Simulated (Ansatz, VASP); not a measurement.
**Sb: VASP beside Ansatz**

The input INCAR:

```
SYSTEM = Sb
AGGAC    = 1.0          
AGGAX    = 1.0          
ALDAC    = 0.0          
ALDAX    = 1.0          
ALGO     = Normal         ! electronic algorithm
EDIFF    = 1E-7           ! SCF threshold, eV
ENCUT    = 520            ! plane-wave cutoff, eV
GGA      = B5             ! functional
ISIF     = 2              ! what is computed and relaxed
ISMEAR   = -1             ! smearing method
ISPIN    = 2              ! spin polarisation
IVDW     = 13             ! dispersion correction
LASPH    = .True.         ! aspherical terms in the spheres
LCHARG   = .False.        ! write CHGCAR
LORBIT   = 11             ! projections on sites
LREAL    = .False.        ! projectors in reciprocal space
LWAVE    = .False.        ! write WAVECAR
MAGMOM   = -0.09          ! initial moments
NBANDS   = 12             ! bands
NELM     = 150            ! most SCF steps
PREC     = Accurate       ! precision mode
SIGMA    = 0.01           ! smearing width, eV
VDW_A1   = 0.44488865   
VDW_A2   = 4.0933009    
VDW_S6   = 1.0          
VDW_S8   = 2.34076671
```

The input KPOINTS:

```
k-points
0
Gamma
  8 8 8
  0 0 0
```

Contents of POSCAR:

```
Sb
1.0
    3.1600000000      0.0000000000      0.0000000000
    0.0000000000      3.1600000000      0.0000000000
    0.0000000000      0.0000000000      3.1600000000
Sb
1
Direct
    0.0000000000      0.0000000000      0.0000000000
```

Contents of input.yaml:

```yaml
crystal:
  lattice:
    - [3.16, 0.0, 0.0]
    - [0.0, 3.16, 0.0]
    - [0.0, 0.0, 3.16]
  atoms:
    - { symbol: Sb, position: [0.0, 0.0, 0.0], spin: -0.09 }
kpoints:
  mp_grid: { grid: [8, 8, 8] }
  band_path:
    path:
      - [0.0, 0.0, 0.0]
      - [0.0, 0.5, 0.0]
      - [0.5, 0.5, 0.0]
      - [0.0, 0.0, 0.0]
      - [0.5, 0.5, 0.5]
      - [0.0, 0.5, 0.0]
    npoints: 6
scf:
  occupations: { method: fermi_dirac, width: 0.01 }
hamiltonian:
  xc: blyp
  dispersion: d4
  pseudopotentials: { kind: all_electron, lapw: { basis_error: 0.002 } }
magnetization:
  spin_polarized: true
output:
  forces: true
  stress: true
  eigenvalues: true
  fatbands: true
  dos: { projected: true, de: 0.1, e_range: [-20, 8] }
  populations: true
```

This isn't the form of Sb at room conditions, which is rhombohedral.

Alike in both runs: functional BLYP; dispersion D4; k mesh 8 × 8 × 8; occupations fermi-dirac, width 0.01 eV; collinear spin.

```csv
,VASP,Ansatz
version,VASP 6.6.1,Ansatz 0.2.0
potentials or method,"VASP PAW PBE potentials, release 64 (Sb)","all-electron LAPW, scalar-relativistic"
plane-wave cutoff (eV),520,see its input
task,single point,projected density of states
```

VASP gave:

| Quantity | Value |
| --- | --- |
| gap on the k mesh at the Fermi level (eV) | none |
| pressure (GPa) | -2.9 |
| net moment per atom (μB) | 0.07 |
| size of the moment on the site where the two differ most (μB) | 0.03 |
| dispersion energy (meV/atom) | -923.9 |

Q: What did Ansatz give for the same quantities?

A: gap on the k mesh at the Fermi level (eV): none; pressure (GPa): -3.1; net moment per atom (μB): 0.07; size of the moment on the site where the two differ most (μB): 0.06; dispersion energy (meV/atom): -924.2.

Site moments also hang on the region over which each program counts them. A gap of «none» marks a metal or a gap that the smearing closes. Ansatz ran all-electron here, so the differences hold the error of VASP's frozen core and of both bases.

Caveats: pairwise dispersion overbinds metals, which lowers pressure and volume; the PAW data sets were made with another functional, which shifts forces and pressure a little (VASP); spin-orbit coupling is left out, which moves the levels of the heavy elements (Ansatz); the density of states is complete only up to the lowest level of the last band computed (Ansatz). Spin-orbit coupling is left out, which matters for the levels of Sb.
